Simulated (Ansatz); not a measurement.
Write the native input for Ansatz 0.2.0 that does the following.

```
Task                : single point
Functional          : PBE
Potentials or basis : all-electron LAPW, scalar-relativistic
Cutoff              : 313 eV (chosen from the basis error)
Basis error allowed : 0.001 eV/atom
k mesh              : 11 × 11 × 11
Occupations         : gaussian, width 0.017 eV
Spin                : no spin polarisation
```

Crystal: TiC.

```xyz
2
Lattice="0.0000 2.1657 2.1657 2.1657 0.0000 2.1657 2.1657 2.1657 0.0000" Properties=species:S:1:pos:R:3 pbc="T T T"
Ti    0.0000    0.0000    0.0000
C     2.1657    2.1657    2.1657
```

The cell is a database's computed one.

These files were run (other wordings do the same):

input.yaml

```yaml
crystal:
  lattice:
    - [0.0, 2.1657188437, 2.1657188437]
    - [2.1657188437, 0.0, 2.1657188437]
    - [2.1657188437, 2.1657188437, 0.0]
  atoms:
    - { symbol: Ti, position: [0.0, 0.0, 0.0] }
    - { symbol: C, position: [0.5, 0.5, 0.5] }
kpoints:
  mp_grid: { grid: [11, 11, 11] }
scf:
  occupations: { method: gaussian, width: 0.017 }
hamiltonian:
  xc: pbe
  pseudopotentials: { kind: all_electron, lapw: { basis_error: 0.001 } }
output:
  forces: true
  stress: true
  eigenvalues: true
```

Potentials or basis: all-electron LAPW, scalar-relativistic.

The run is started by

```sh
$ ansatz run input.yaml --threads 1 --pin off --max-ram 3072MiB --backend cpu --events-out ev --progress --plain --runs-dir out
```

It gave:

* Pressure: 0.2 GPa
* Band gap on the k mesh: none (metal or under the smearing width)

It took 8 s on 1 thread of Arm Neoverse V1 (shared host), peak memory 0.29 GiB.
